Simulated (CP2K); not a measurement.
Crystal: AlN.

```
Al N
1.0
     3.11300    0.00000    0.00000
    -1.55650    2.69594    0.00000
     0.00000    0.00000    4.98100
Al N
2 2
Cartesian
  1.5565 0.8986 2.4905
  0.0000 1.7973 0.0000
  1.5565 0.8986 4.3833
  0.0000 1.7973 1.8928
```

Base run:

```yaml
Program: CP2K 2026.2
Functional: LDA
Potentials_or_basis: POTENTIAL_UZH Al GTH-PBE-q3, N GTH-PBE-q5; TZVP-MOLOPT-PBE-GTH basis
Density_cutoff: 9184 eV
k_mesh: 10 × 10 × 6
Occupations: fermi-dirac, width 0.05 eV
Spin: no spin polarisation
```

Its results: band gap on the k mesh 4.13 eV, direct; pressure 2.5 GPa; largest force 0.151 eV/Å.

Q: The run is repeated on the same cell with these changes: functional from LDA to revPBE. What comes out?

A: Band gap on the k mesh 4.29 eV, direct; pressure 2.9 GPa; largest force 0.135 eV/Å.

revPBE binds less tightly than LDA, so the same cell stands under more pressure.

Caveats: the potentials were made for another functional, which shifts forces and pressure; the basis of atomic orbitals isn't converged, which shifts pressures, moduli and gaps.
